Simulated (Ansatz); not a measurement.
The system is TiO.

```
Ti O
1.0
     3.00939    0.00000    0.00000
     0.00000    3.00939    0.00000
     0.00000    0.00000    3.68042
Ti O
1 1
Direct
  0.00000 0.00000 0.00000
  0.00000 0.00000 0.50000
```

The cell was built by a generator and needn't be a form met in nature.

* Program: Ansatz 0.2.0
* Task: relaxation of cell and atoms
* Functional: BLYP
* Potentials or basis: Ansatz PAW
* Cutoff: 420 eV (not typed: the program's choice for these potentials)
* k mesh: 9 × 9 × 7
* Occupations: fermi-dirac, width 0.05 eV
* Spin: no spin polarisation

At the start: volume 16.67 Å³/atom.

Task: How do energy, volume and symmetry change on relaxing?

Result: It ends after 8 steps and the volume is 17.51 Å³/atom (+5.1 %); space group P4/mmm (No. 123, to 0.05 Å).

Step by step:
| step | energy change (eV) | largest force (eV/Å) | volume (Å³) |
| --- | --- | --- | --- |
| 1 | 0.0000 | 0.0000 | 33.33 |
| 2 | -0.0013 | 0.0000 | 35.63 |
| 3 | -0.0073 | 0.0000 | 34.84 |
| 4 | -0.0075 | 0.0000 | 34.80 |
| 5 | -0.0127 | 0.0000 | 34.80 |
| 6 | -0.0123 | 0.0000 | 34.99 |
| 7 | -0.0122 | 0.0000 | 35.02 |
| 8 | -0.0129 | 0.0000 | 35.02 |

Final structure:
```
CELL_PARAMETERS angstrom
3.07533 0.00000 0.00000
0.00000 3.07533 0.00000
0.00000 0.00000 3.70303
ATOMIC_POSITIONS crystal
Ti 0.00000 0.00000 0.00000
O 0.00000 0.00000 0.50000
```

Caveat: the plane-wave basis is chosen anew once the cell has moved, so the energies of steps on either side of that aren't comparable; the pressure holds a Pulay correction of +0.4 GPa for the finite cutoff; the PAW data sets come from PBE, with cores solved anew for the run's functional, which leaves a small shift of forces and pressure.
